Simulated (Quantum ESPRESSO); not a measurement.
# Pt (Fm-3m) in Quantum ESPRESSO: a series of runs, part 3 of 3

Quantum ESPRESSO 7.5. Earlier steps stand in the parts before.

### 5 Phonons, PBE

File pw.in:

```
&CONTROL
  calculation = 'scf'
  prefix = 'pwscf'
  outdir = './tmp'
  pseudo_dir = './pseudo'
  tprnfor = .true.
  tstress = .true.
  disk_io = 'low'
/
&SYSTEM
  ibrav = 0
  A = 2.77313137
  nat = 1
  ntyp = 1
  ecutwfc = 45
  ecutrho = 360
  nbnd = 14
  occupations = 'smearing'
  smearing = 'mv'
  degauss = 0.01469973
/
&ELECTRONS
  conv_thr = 2d-10
  electron_maxstep = 120
  mixing_beta = 0.5
/
ATOMIC_SPECIES
Pt   195.0840 pt_pbe_v1.4.uspp.F.UPF
CELL_PARAMETERS alat
   0.0000000000    0.7071067823    0.7071067823
   0.7071067823    0.0000000000    0.7071067823
   0.7071067823    0.7071067823    0.0000000000
ATOMIC_POSITIONS alat
Pt     0.0000000000    0.0000000000    0.0000000000
K_POINTS automatic
12 12 12 0 0 0
```

File relax.in:

```
&CONTROL
  calculation = 'vc-relax'
  prefix = 'pwscf'
  outdir = './tmp'
  pseudo_dir = './pseudo'
  tprnfor = .true.
  tstress = .true.
  disk_io = 'low'
  nstep = 40
  forc_conv_thr = 0.0001
  etot_conv_thr = 1d-06
/
&SYSTEM
  ibrav = 0
  A = 2.77313137
  nat = 1
  ntyp = 1
  ecutwfc = 45
  ecutrho = 360
  nbnd = 14
  occupations = 'smearing'
  smearing = 'mv'
  degauss = 0.01469973
/
&ELECTRONS
  conv_thr = 2d-10
  electron_maxstep = 120
  mixing_beta = 0.5
/
&IONS
  ion_dynamics = 'bfgs'
/
&CELL
  cell_dynamics = 'bfgs'
  press = 0
  press_conv_thr = 0.2
/
ATOMIC_SPECIES
Pt   195.0840 pt_pbe_v1.4.uspp.F.UPF
CELL_PARAMETERS alat
   0.0000000000    0.7071067823    0.7071067823
   0.7071067823    0.0000000000    0.7071067823
   0.7071067823    0.7071067823    0.0000000000
ATOMIC_POSITIONS alat
Pt     0.0000000000    0.0000000000    0.0000000000
K_POINTS automatic
12 12 12 0 0 0
```

File scf2.in:

```
&CONTROL
  calculation = 'scf'
  prefix = 'pwscf'
  outdir = './tmp'
  pseudo_dir = './pseudo'
  tprnfor = .true.
  tstress = .true.
  disk_io = 'low'
/
&SYSTEM
  ibrav = 0
  A = 2.80256611
  nat = 1
  ntyp = 1
  ecutwfc = 45
  ecutrho = 360
  nbnd = 14
  occupations = 'smearing'
  smearing = 'mv'
  degauss = 0.01469973
/
&ELECTRONS
  conv_thr = 1d-13
  electron_maxstep = 120
  mixing_beta = 0.5
  startingpot = 'file'
  startingwfc = 'file'
/
ATOMIC_SPECIES
Pt   195.0840 pt_pbe_v1.4.uspp.F.UPF
CELL_PARAMETERS alat
   0.0000000000    0.7071067801    0.7071067801
   0.7071067801    0.0000000000    0.7071067801
   0.7071067801    0.7071067801    0.0000000000
ATOMIC_POSITIONS alat
Pt     0.0000000000    0.0000000000    0.0000000000
K_POINTS automatic
12 12 12 0 0 0
```

File ph.in:

```
phonons of Pt
&INPUTPH
  prefix = 'pwscf'
  outdir = './tmp'
  tr2_ph = 1d-18
  fildyn = 'dyn'
  niter_ph = 90
  alpha_mix(1) = 0.4
/
0.3535533906 0.7071067812 0.0000000000
```

Potentials or basis: GBRV 1.5 PBE.

On the command line:

```console
$ OMP_NUM_THREADS=1 pw.x -in pw.in > pw.out
$ OMP_NUM_THREADS=1 pw.x -in relax.in > relax.out
$ OMP_NUM_THREADS=1 pw.x -in scf2.in > scf2.out
$ OMP_NUM_THREADS=1 ph.x -in ph.in > ph.out
```

pw.out:

```text
This program is part of the open-source Quantum ESPRESSO suite
     for quantum simulation of materials; please cite
[... 9 lines left out ...]
     --------------------
     sticks:   dense  smooth     PW     G-vecs:    dense   smooth      PW
     Sum         673     349    121                11791     4111     869

     Using Slab Decomposition

     bravais-lattice index     =            0
     lattice parameter (alat)  =       5.2405  a.u.
     unit-cell volume          =     101.7637 (a.u.)^3
     number of atoms/cell      =            1
     number of atomic types    =            1
     number of electrons       =        16.00
     number of Kohn-Sham states=           14
     kinetic-energy cutoff     =      45.0000  Ry
     charge density cutoff     =     360.0000  Ry
     scf convergence threshold =      2.0E-10
     mixing beta               =       0.5000
     number of iterations used =            8  plain     mixing
     Exchange-correlation=  SLA  PW   PBX  PBC
                           (   1   4   3   4   0   0   0)

     celldm(1)=   5.240459  celldm(2)=   0.000000  celldm(3)=   0.000000
     celldm(4)=   0.000000  celldm(5)=   0.000000  celldm(6)=   0.000000

     crystal axes: (cart. coord. in units of alat)
               a(1) = (   0.000000   0.707107   0.707107 )
               a(2) = (   0.707107   0.000000   0.707107 )
               a(3) = (   0.707107   0.707107   0.000000 )

     reciprocal axes: (cart. coord. in units 2 pi/alat)
               b(1) = ( -0.707107  0.707107  0.707107 )
               b(2) = (  0.707107 -0.707107  0.707107 )
               b(3) = (  0.707107  0.707107 -0.707107 )

     PseudoPot. # 1 for Pt read from file:
     pt_pbe_v1.4.uspp.F.UPF
     Pseudo is Ultrasoft + core correction, Zval = 16.0
     Generated by new atomic code, or converted to UPF format
     Using radial grid of  985 points,  6 beta functions with:
                l(1) =   0
                l(2) =   0
                l(3) =   1
                l(4) =   1
                l(5) =   2
                l(6) =   2
     Q(r) pseudized with  8 coefficients,  rinner =    1.300   1.300   1.300
                                                       1.300   1.300

     atomic species   valence    mass     pseudopotential
     Pt               16.00   195.08400     Pt( 1.00)

     48 Sym. Ops., with inversion, found

   Cartesian axes

     site n.     atom                  positions (alat units)
         1        Pt     tau(   1) = (   0.0000000   0.0000000   0.0000000  )

     number of k points=    72  Marzari-Vanderbilt smearing, width (Ry)=  0.0147
                       cart. coord. in units 2pi/alat
        k(    1) = (   0.0000000   0.0000000   0.0000000), wk =   0.0011574
        k(    2) = (   0.0589256   0.0589256  -0.0589256), wk =   0.0092593
        k(    3) = (   0.1178511   0.1178511  -0.1178511), wk =   0.0092593
        k(    4) = (   0.1767767   0.1767767  -0.1767767), wk =   0.0092593
        k(    5) = (   0.2357023   0.2357023  -0.2357023), wk =   0.0092593
        k(    6) = (   0.2946278   0.2946278  -0.2946278), wk =   0.0092593
[... 64 lines left out ...]
        k(   71) = (  -0.7071068   0.2357023   0.0000000), wk =   0.0138889
        k(   72) = (  -0.7071068   0.3535534   0.0000000), wk =   0.0069444

     Dense  grid:    11791 G-vectors     FFT dimensions: (  32,  32,  32)

     Smooth grid:     4111 G-vectors     FFT dimensions: (  24,  24,  24)

     Initial potential from superposition of free atoms

     starting charge      15.5000, renormalised to      16.0000

     negative rho (up, down):  1.880E-01 0.000E+00
     Starting wfcs are   12 randomized atomic wfcs +    2 random wfcs

     Self-consistent Calculation

     iteration #  1     ecut=    45.00 Ry     beta= 0.50
     Davidson diagonalization with overlap
     ethr =  1.00E-02,  avg # of iterations =  4.2

     negative rho (up, down):  1.758E-01 0.000E+00

     total energy              =    -210.53726193 Ry
     estimated scf accuracy    <       0.72972643 Ry

     iteration #  2     ecut=    45.00 Ry     beta= 0.50
     Davidson diagonalization with overlap
     ethr =  4.56E-03,  avg # of iterations =  2.0
[... 51 lines left out ...]
     iteration #  8     ecut=    45.00 Ry     beta= 0.50
     Davidson diagonalization with overlap
     ethr =  2.73E-12,  avg # of iterations =  1.5

     negative rho (up, down):  1.757E-01 0.000E+00

     End of self-consistent calculation

          k = 0.0000 0.0000 0.0000 (   531 PWs)   bands (ev):

   -29.9920 -29.9920 -29.9920  12.3448  18.7890  18.7890  18.7890  20.9490
    20.9490  37.2134  42.1703  42.1703  42.1703  47.5072

          k = 0.0589 0.0589-0.0589 (   531 PWs)   bands (ev):

   -30.0244 -29.9966 -29.9966  12.6246  18.6682  18.8970  18.8970  20.8909
    20.8909  37.6389  40.8480  42.5967  42.5967  48.8861

          k = 0.1179 0.1179-0.1179 (   525 PWs)   bands (ev):
[... 116 lines left out ...]
   -30.3065 -30.1259 -30.0400  15.8359  18.0445  18.7653  19.6779  20.6324
    23.1814  34.3035  38.0777  40.4375  44.1949  45.9191

          k = 0.0000-0.2357 0.2357 (   521 PWs)   bands (ev):

   -30.2258 -30.0874 -30.0214  14.9138  17.9288  19.0932  19.7938  20.0911
    22.1342  36.6671  39.0679  42.3196  42.3404  47.1777

          k = 0.3536 0.0000 0.0000 (   528 PWs)   bands (ev):

   -30.2214 -30.0814 -30.0814  15.1144  17.1988  19.5722  20.4446  20.4446
    21.7188  39.7488  39.7488  40.0826  41.5305  43.5510

          k = 0.4125 0.0589-0.0589 (   519 PWs)   bands (ev):

   -30.2886 -30.1069 -30.1022  15.7272  16.9422  19.3774  20.7242  21.4816
    22.1046  36.8223  38.6120  39.4795  42.3320  43.6941

          k = 0.4714 0.1179-0.1179 (   523 PWs)   bands (ev):
[... 56 lines left out ...]
   -30.4234 -30.1803 -30.1628  15.6639  16.1139  21.8736  22.3003  22.9476
    25.0958  31.5489  34.0387  34.6188  43.0980  45.8556

          k = 0.0000-0.5893 0.5893 (   508 PWs)   bands (ev):

   -30.4036 -30.2209 -30.1532  15.9341  16.4789  20.7960  21.8812  22.7724
    27.3502  29.8003  33.2277  35.5786  43.4600  46.9173

          k =-0.7071 0.0000 0.0000 (   524 PWs)   bands (ev):

   -30.4387 -30.1700 -30.1700  15.4958  15.9538  22.5905  23.0777  23.0777
    24.3527  31.4551  33.9877  33.9877  42.6911  45.9942

          k = 0.2357 0.1179 0.0000 (   520 PWs)   bands (ev):

   -30.1510 -30.0504 -30.0215  14.0693  17.9756  19.3052  19.5578  20.2616
    21.4265  38.4976  39.4362  41.8550  43.5185  46.6800

          k = 0.2946 0.1768-0.0589 (   524 PWs)   bands (ev):

   -30.2436 -30.0817 -30.0363  15.0608  17.8303  19.0152  19.7339  20.6000
    22.0840  36.2722  39.3578  41.5150  42.9554  47.7019

          k = 0.3536 0.2357-0.1179 (   521 PWs)   bands (ev):
[... 6 lines left out ...]
   -30.4083 -30.1185 -30.0721  15.8838  18.3299  19.2620  19.5013  22.2447
    24.2744  30.0550  37.9250  39.4984  42.1361  48.5682

          k =-0.2357-0.3536 0.4714 (   518 PWs)   bands (ev):

   -30.4338 -30.1226 -30.0789  15.8788  18.2248  19.2687  19.9781  22.5018
    25.3824  28.2203  37.6953  39.4566  41.1900  49.8269

          k = 0.3536 0.1179 0.0000 (   519 PWs)   bands (ev):

   -30.2483 -30.0965 -30.0666  15.3816  17.3248  19.0554  20.4403  20.6614
    22.0918  37.3349  39.0256  40.7168  42.1760  45.6636

          k = 0.4125 0.1768-0.0589 (   521 PWs)   bands (ev):

   -30.3189 -30.1323 -30.0839  16.1365  17.3478  18.6325  20.4257  21.5509
    23.1209  34.4393  37.9649  39.2980  43.0452  46.1794

          k =-0.2357-0.4714 0.5893 (   525 PWs)   bands (ev):
[... 56 lines left out ...]
   -30.3929 -30.2171 -30.1586  16.1267  16.6028  20.1986  21.6702  22.8702
    27.0573  30.4154  33.5535  35.2576  44.2499  46.7084

          k =-0.0000-0.4714 0.5893 (   517 PWs)   bands (ev):

   -30.3560 -30.2703 -30.1438  16.4719  17.1583  19.4035  21.0985  22.6167
    28.5876  29.4806  32.5693  36.4245  43.6462  49.0662

          k =-0.7071 0.1179-0.0000 (   508 PWs)   bands (ev):

   -30.4209 -30.1883 -30.1709  15.7664  16.1888  21.4261  22.1831  23.0787
    26.2023  30.7856  33.6740  34.3358  43.9183  45.8909

          k =-0.2357-0.4714 0.7071 (   512 PWs)   bands (ev):

   -30.3452 -30.1880 -30.1019  16.8543  17.2676  18.2401  21.0071  21.5488
    24.5756  33.2710  35.3593  38.3677  44.8424  44.9333

          k =-0.1768-0.4125 0.6482 (   517 PWs)   bands (ev):
[... 16 lines left out ...]
   -30.3418 -30.2704 -30.1584  16.8451  17.4229  18.6323  20.7943  22.8385
    28.6167  30.0244  32.6980  35.3536  45.3137  47.5778

          k = 0.0000-0.3536 0.5893 (   511 PWs)   bands (ev):

   -30.3221 -30.2905 -30.1452  17.1168  17.7881  18.0422  20.6590  22.5926
    27.7669  31.6581  31.7815  36.1860  44.9913  47.0324

          k =-0.7071 0.2357 0.0000 (   508 PWs)   bands (ev):

   -30.3723 -30.2380 -30.1725  16.4434  16.8856  19.5579  21.2039  23.0808
    28.6114  29.9768  32.6417  34.5953  46.0561  46.9884

          k =-0.7071 0.3536 0.0000 (   516 PWs)   bands (ev):

   -30.3054 -30.3054 -30.1734  16.9112  18.0215  18.0215  20.5748  23.0815
    29.7006  30.8697  30.8697  34.6393  47.0835  47.0835

     the Fermi energy is    22.6046 ev

!    total energy              =    -210.69514729 Ry
     estimated scf accuracy    <          9.9E-13 Ry
     smearing contrib. (-TS)   =      -0.00010940 Ry
     internal energy E=F+TS    =    -210.69503789 Ry

     The total energy is F=E-TS. E is the sum of the following terms:
     one-electron contribution =     -19.94783092 Ry
     hartree contribution      =      24.56303132 Ry
     xc contribution           =     -56.93695094 Ry
     ewald contribution        =    -158.37328736 Ry

     convergence has been achieved in   8 iterations

     negative rho (up, down):  1.757E-01 0.000E+00

     Forces acting on atoms (cartesian axes, Ry/au):

     atom    1 type  1   force =     0.00000000    0.00000000    0.00000000

     Total force =     0.000000     Total SCF correction =     0.000000

     Computing stress (Cartesian axis) and pressure

     negative rho (up, down):  1.757E-01 0.000E+00
          total   stress  (Ry/bohr**3)                   (kbar)     P=       89.05
   0.00060535  -0.00000000  -0.00000000           89.05       -0.00       -0.00
  -0.00000000   0.00060535  -0.00000000           -0.00       89.05       -0.00
  -0.00000000  -0.00000000   0.00060535           -0.00       -0.00       89.05

=------------------------------------------------------------------------------=
   JOB DONE.
=------------------------------------------------------------------------------=
```

It took 3.8 min on 1 thread of Intel Xeon Platinum 8559C (Emerald Rapids), shared host; peak memory 0.11 GiB.

What came out:

- Free energy: -2866.6685 eV
- Relaxed volume: 15.57 Å³/atom
- Relaxed cell: a = 2.803 Å, b = 2.803 Å, c = 2.803 Å, α = 60.00°, β = 60.00°, γ = 60.00°
- Space group after relaxing (to 0.05 Å): Fm-3m (No. 225)
- Pressure after relaxing: 0.1 GPa
- Band gap on the k mesh: none (metal or under the smearing width)
- Highest phonon frequency at the q point run: 147 cm⁻¹

Step by step:
| step | energy change (eV) | largest force (eV/Å) | pressure (GPa) | volume (Å³) |
| --- | --- | --- | --- | --- |
| 1 | 0.0000 | 0.0000 | 8.90 | 15.08 |
| 2 | -0.0109 | 0.0000 | -3.32 | 15.77 |
| 3 | -0.0130 | 0.0000 | -0.23 | 15.58 |
| 4 | -0.0131 | 0.0000 | 0.01 | 15.57 |

Final structure:
```
Pt
1.0
     0.00000    1.98171    1.98171
     1.98171    0.00000    1.98171
     1.98171    1.98171    0.00000
Pt
1
Direct
  0.00000 0.00000 0.00000
```

Levels at points of the mesh, in eV from the Fermi level:
```csv
k point,band 6,band 7,band 8,band 9,band 10,band 11
"(0.00, 0.00, 0.00)",-3.62,-3.62,-1.57,-1.57,14.69,19.47
"(0.00, 0.00, -0.50)",-3.68,-0.38,0.02,0.02,5.58,14.25
"(0.00, -0.50, -0.50)",-0.02,0.44,0.44,1.81,8.51,11.28
```

Phonon frequencies in cm⁻¹ (negative: imaginary):
```
              q point  frequencies
(0.500, 0.250, 0.750)  101 147 147
```

Phonon modes at q = (0.500, 0.250, 0.750) in reciprocal lattice units:
```csv
mode,symmetry,cm⁻¹
1,B_2,101
2,E,147
3,E,147
```

### 6 Phonons, PBE

pw.in is that of step 5.

relax.in is that of step 5.

scf2.in is that of step 5.

Changes to ph.in since step 5:

```diff
@@ -9,2 +9,2 @@
 /
-0.3535533906 0.7071067812 0.0000000000
+-0.0000000000 0.7071067812 0.0000000000
```

Potentials or basis: GBRV 1.5 PBE.

On the command line:

```console
$ OMP_NUM_THREADS=1 pw.x -in pw.in > pw.out
$ OMP_NUM_THREADS=1 pw.x -in relax.in > relax.out
$ OMP_NUM_THREADS=1 pw.x -in scf2.in > scf2.out
$ OMP_NUM_THREADS=1 ph.x -in ph.in > ph.out
```

pw.out:

```text
This program is part of the open-source Quantum ESPRESSO suite
     for quantum simulation of materials; please cite
         "P. Giannozzi et al., J. Phys.:Condens. Matter 21 395502 (2009);
         "P. Giannozzi et al., J. Phys.:Condens. Matter 29 465901 (2017);
         "P. Giannozzi et al., J. Chem. Phys. 152 154105 (2020);
     in publications or presentations arising from this work. More details at

     Message from routine setup:
     using ibrav=0 with symmetry is DISCOURAGED, use correct ibrav instead

     G-vector sticks info
     --------------------
     sticks:   dense  smooth     PW     G-vecs:    dense   smooth      PW
     Sum         673     349    121                11791     4111     869

     Using Slab Decomposition

     bravais-lattice index     =            0
     lattice parameter (alat)  =       5.2405  a.u.
     unit-cell volume          =     101.7637 (a.u.)^3
     number of atoms/cell      =            1
     number of atomic types    =            1
     number of electrons       =        16.00
[... 521 lines left out ...]

   -30.4209 -30.1883 -30.1709  15.7664  16.1888  21.4261  22.1831  23.0787
    26.2023  30.7856  33.6740  34.3358  43.9183  45.8909

          k =-0.2357-0.4714 0.7071 (   512 PWs)   bands (ev):
[... 36 lines left out ...]
   -30.3054 -30.3054 -30.1734  16.9112  18.0215  18.0215  20.5748  23.0815
    29.7006  30.8697  30.8697  34.6393  47.0835  47.0835

     the Fermi energy is    22.6046 ev

!    total energy              =    -210.69514729 Ry
     estimated scf accuracy    <          9.9E-13 Ry
     smearing contrib. (-TS)   =      -0.00010940 Ry
     internal energy E=F+TS    =    -210.69503789 Ry

     The total energy is F=E-TS. E is the sum of the following terms:
     one-electron contribution =     -19.94783091 Ry
     hartree contribution      =      24.56303131 Ry
     xc contribution           =     -56.93695094 Ry
     ewald contribution        =    -158.37328736 Ry

     convergence has been achieved in   8 iterations

     negative rho (up, down):  1.757E-01 0.000E+00

     Forces acting on atoms (cartesian axes, Ry/au):

     atom    1 type  1   force =     0.00000000    0.00000000    0.00000000

     Total force =     0.000000     Total SCF correction =     0.000000

     Computing stress (Cartesian axis) and pressure

     negative rho (up, down):  1.757E-01 0.000E+00
          total   stress  (Ry/bohr**3)                   (kbar)     P=       89.05
   0.00060535   0.00000000   0.00000000           89.05        0.00        0.00
   0.00000000   0.00060535   0.00000000            0.00       89.05        0.00
   0.00000000   0.00000000   0.00060535            0.00        0.00       89.05

=------------------------------------------------------------------------------=
   JOB DONE.
=------------------------------------------------------------------------------=
```

Run time: 2.3 min. Hardware: 1 thread of Intel Xeon Platinum 8559C (Emerald Rapids), shared host; peak memory 0.11 GiB.

Results:

```yaml
Free_energy: -2866.6685 eV
Relaxed_volume: 15.57 Å³/atom
Relaxed_cell: a = 2.803 Å, b = 2.803 Å, c = 2.803 Å, α = 60.00°, β = 60.00°, γ = 60.00°
Space_group_after_relaxing_to_0.05_Å: Fm-3m (No. 225)
Pressure_after_relaxing: 0.1 GPa
Band_gap_on_the_k_mesh: none (metal or under the smearing width)
Highest_phonon_frequency_at_the_q_point_run: 182 cm⁻¹
```

Step by step:
```csv
step,energy change (eV),largest force (eV/Å),pressure (GPa),volume (Å³)
1,0.0000,0.0000,8.90,15.08
2,-0.0109,0.0000,-3.32,15.77
3,-0.0130,0.0000,-0.23,15.58
4,-0.0131,0.0000,0.01,15.57
```

Final structure:
```
Pt
1.0
     0.00000    1.98171    1.98171
     1.98171    0.00000    1.98171
     1.98171    1.98171    0.00000
Pt
1
Direct
  0.00000 0.00000 0.00000
```

Levels at points of the mesh, in eV from the Fermi level:
| k point | band 6 | band 7 | band 8 | band 9 | band 10 | band 11 |
| --- | --- | --- | --- | --- | --- | --- |
| (0.00, 0.00, 0.00) | -3.62 | -3.62 | -1.57 | -1.57 | 14.69 | 19.47 |
| (0.00, 0.00, -0.50) | -3.68 | -0.38 | 0.02 | 0.02 | 5.58 | 14.25 |
| (0.00, -0.50, -0.50) | -0.02 | 0.44 | 0.44 | 1.81 | 8.51 | 11.28 |

Phonon frequencies in cm⁻¹ (negative: imaginary):
```
              q point  frequencies
(0.500, 0.000, 0.500)  123 123 182
```

Phonon modes at q = (0.500, 0.000, 0.500) in reciprocal lattice units:
| mode | symmetry | cm⁻¹ |
| --- | --- | --- |
| 1 | E_u | 123 |
| 2 | E_u | 123 |
| 3 | A_2u | 182 |
